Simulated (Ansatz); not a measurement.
Theory: DFT PBE, scalar-relativistic, plane waves, PAW (Ansatz 0.2.0). Settings: cutoff 420 eV, Γ-centred meshes spaced at most about 0.3 Å⁻¹, and about 0.25 Å⁻¹ or finer for metals (2π included), Gaussian smearing. No spin polarisation in the final relaxations.

Temperature and zero-point effects are left out.

Two forms of Al were relaxed alike.

A.

```xyz
2
Lattice="2.8510 0.0000 0.0000 -1.4255 2.4690 0.0000 0.0000 0.0000 4.7294" Properties=species:S:1:pos:R:3 pbc="T T T"
Al    1.4255    0.8230    3.5470
Al    0.0000    1.6460    1.1823
```

B.

```xyz
1
Lattice="-1.7370 1.7370 1.4095 1.7370 -1.7370 1.4095 1.7370 1.7370 -1.4095" Properties=species:S:1:pos:R:3 pbc="T T T"
Al    0.0000    0.0000    0.0000
```

Task: Which would you expect to be lower, and how large is the difference?

Result: A is lower, by 41 meV/atom. A has the hcp type, space group P6_3/mmc (No. 194), 16.6 Å³/atom and no gap on its mesh; B has space group I4/mmm (No. 139), 17.0 Å³/atom and no gap. Counting all near atoms (those within 1.25 times the shortest distance at each site; a plus sign parts nearer from farther groups), A has Al 12 and B has Al 10+4. In A, Al has 12 Al at 2.85–2.88 Å. In B, Al has 10 Al at 2.82–2.83 Å and 4 Al at 3.47 Å. Both come from invented guesses. A third cell relaxed alike, in Fm-3m, lies 33 meV/atom below the lower of the two. The part of the Crystallography Open Database at hand lists Al in space groups No. 225, 229; sharing a group (Fm-3m) doesn't make a cell the listed structure.

Cells relaxed within their symmetry can be saddle points. The P6_3/mmc cell of Al came from shaking the I4/mmm one.

The close-packed hcp form lies below the body-centred tetragonal one, as expected for a simple sp metal whose bonding is delocalised and largely non-directional. B has slightly shorter nearest contacts, but fewer of them, and it fills space less efficiently. This fits the usual metallic pattern in which many somewhat longer contacts outweigh fewer short ones, though in aluminium the response of the nearly free electrons to the lattice probably matters as much as the neighbour count.

That response must be invoked for the third cell. If it is the ordinary fcc structure, it has the same number of nearest neighbours as hcp, so its advantage of 33 meV/atom comes from stacking and the associated band energy, not from coordination. The order then agrees with the known fcc ground state of aluminium, and A is only the better of the two forms compared, not the preferred structure. That shaking B led to A suggests that the tetragonal cell is at most a shallow minimum, but the size of any barrier remains undetermined.
